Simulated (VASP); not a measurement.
## Mg: relaxation of cell and atoms with PBE+D3

Mg:

```
Mg
1.0
     3.20930    0.00000    0.00000
    -1.60465    2.77934    0.00000
     0.00000    0.00000    5.21030
Mg
2
Direct
  0.66667 0.33333 0.75000
  0.33333 0.66667 0.25000
```

| Quantity | Value |
| --- | --- |
| Program | VASP 6.6.1 |
| Task | relaxation of cell and atoms |
| Functional | PBE |
| Dispersion | D3 |
| Potentials or basis | VASP PAW PBE potentials, release 64 (Mg) |
| Cutoff | 600 eV |
| k mesh | 10 × 10 × 5 |
| Occupations | fermi-dirac, width 0.05 eV |
| Spin | no spin polarisation |
| Further INCAR settings | ALGO = Normal; EDIFF = 1e-06; IBRION = 2; EDIFFG = -0.01; NSW = 40; ISIF = 3 |

```
Relaxed volume                         : 22.08 Å³/atom
Relaxed cell                           : a = 3.125 Å, b = 3.125 Å, c = 5.224 Å, α = 90.00°, β = 90.00°, γ = 120.00°
Space group after relaxing (to 0.05 Å) : P6_3/mmc (No. 194)
Energy gained by relaxing              : 8.8 meV/atom
Ionic steps                            : 8
Pressure after relaxing                : 0.0 GPa
Band gap on the k mesh                 : none (metal or under the smearing width)
Dispersion energy per atom             : -0.208 eV
```

Step by step:
| step | energy change (eV) | largest force (eV/Å) | pressure (GPa) | volume (Å³) |
| --- | --- | --- | --- | --- |
| 1 | 0.0000 | 0.0000 | -1.67 | 46.47 |
| 2 | -0.0133 | 0.0000 | -0.57 | 44.86 |
| 3 | -0.0155 | 0.0000 | 0.13 | 43.98 |
| 4 | -0.0155 | 0.0000 | 0.17 | 43.93 |
| 5 | -0.0170 | 0.0000 | 0.18 | 43.95 |
| 6 | -0.0174 | 0.0000 | 0.18 | 43.96 |
| 7 | -0.0174 | 0.0000 | 0.18 | 43.96 |
| 8 | -0.0175 | 0.0000 | 0.01 | 44.17 |

Final structure:
```xyz
2
Lattice="3.1245 0.0000 0.0000 -1.5623 2.7059 0.0000 0.0000 0.0000 5.2238" Properties=species:S:1:pos:R:3 pbc="T T T"
Mg    1.5623    0.9020    3.9178
Mg    0.0000    1.8039    1.3059
```

Levels at points of the mesh, in eV from the Fermi level:
```csv
k point,band 1,band 2,band 3,band 4,band 5,band 6
"(0.00, 0.00, 0.00)",-7.15,-1.95,-1.56,11.43,11.43,11.70
"(0.50, 0.00, 0.00)",-2.19,-2.11,2.63,2.93,3.14,3.63
```

It took 52 s on 1 thread of AMD EPYC 7R43 64-Core Processor (Zen 3), with other jobs on the host, peak memory 0.16 GiB.

Caveat: pairwise dispersion overbinds metals, which lowers pressure and volume.
